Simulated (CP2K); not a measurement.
SnO2 (Cassiterite):

```xyz
6
Lattice="4.7380 0.0000 0.0000 0.0000 4.7380 0.0000 0.0000 0.0000 3.1865" Properties=species:S:1:pos:R:3 pbc="T T T"
Sn    2.3690    2.3690    1.5933
Sn    0.0000    0.0000    0.0000
O     3.8240    0.9140    1.5933
O     3.2830    3.2830    0.0000
O     0.9140    3.8240    1.5933
O     1.4550    1.4550    0.0000
```

Base run:

```yaml
Program: CP2K 2026.2
Functional: PBEsol
Potentials_or_basis: POTENTIAL_UZH Sn GTH-PBE-q4, O GTH-PBE-q6; TZVP-MOLOPT-PBE-GTH basis
Density_cutoff: 8163 eV
k_mesh: 6 × 6 × 8
Occupations: fermi-dirac, width 0.05 eV
Spin: no spin polarisation
```

Its results: band gap on the k mesh 1.02 eV, direct; pressure 12.8 GPa; largest force 0.294 eV/Å.

Task: The run is repeated on the same cell with these changes: functional from PBEsol to PBE; occupations from fermi-dirac, width 0.05 eV to gaussian, width 0.014 eV. What comes out?

Result: Band gap on the k mesh 1.09 eV, direct; pressure 14.2 GPa; largest force 0.296 eV/Å.

Caveats: spin-orbit coupling is left out, which moves the levels of the heavy elements; the basis of atomic orbitals isn't converged, which shifts pressures, moduli and gaps; the potentials were made for another functional, which shifts forces and pressure (some runs).
